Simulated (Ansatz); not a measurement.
Levels at Γ against strain in GaP

```xyz
2
Lattice="0.0000 2.7252 2.7252 2.7252 0.0000 2.7252 2.7252 2.7252 0.0000" Properties=species:S:1:pos:R:3 pbc="T T T"
Ga    0.0000    0.0000    0.0000
P     4.0879    4.0879    4.0879
```

Atoms are numbered in the order listed.

The cell is COD entry 9008846, as deposited and not checked against the literature; nothing was relaxed.

Method: Ansatz 0.2.0, DFT, PBEsol, all-electron LAPW, scalar-relativistic.

The runs use a Γ-centred 12×12×12 k mesh, Fermi–Dirac smearing of 0.08 eV, basis error target 0.5 meV/atom, no spin polarisation.

The strain is applied along the Cartesian axes of the cell as listed (the other components stay zero). Fractional coordinates are held (clamped ions).

Only quantities that a quadratic follows smoothly over the whole series are listed; rougher ones are left out.

```tsv
εzz	direct gap at Γ, from the mean of the top three filled levels (eV)	singlet less doublet of the top filled triplet at Γ (eV)
-0.0200	1.910	0.112
0.0000	1.747	0.000
0.0100	1.665	-0.057
0.0200	1.583	-0.114
```

Question: Fit the series and give the slopes at zero strain.

Answer: Least-squares fits y = p0 + p1 x + p2 x² to the rows give direct gap at Γ, from the mean of the top three filled levels (eV): p1 = -8.18, p2 = -1.1; singlet less doublet of the top filled triplet at Γ (eV): p1 = -5.65, p2 = -2.3. Without spin–orbit coupling the singlet lies 3b(εzz − εxx) above the doublet in the usual convention, so the shear deformation potential is b = -1.88 eV.

Question: One run, at εzz = -0.0100, is withheld. Predict its row.

Answer: The fits give 1.829, 0.056; the run gave 1.828, 0.056.
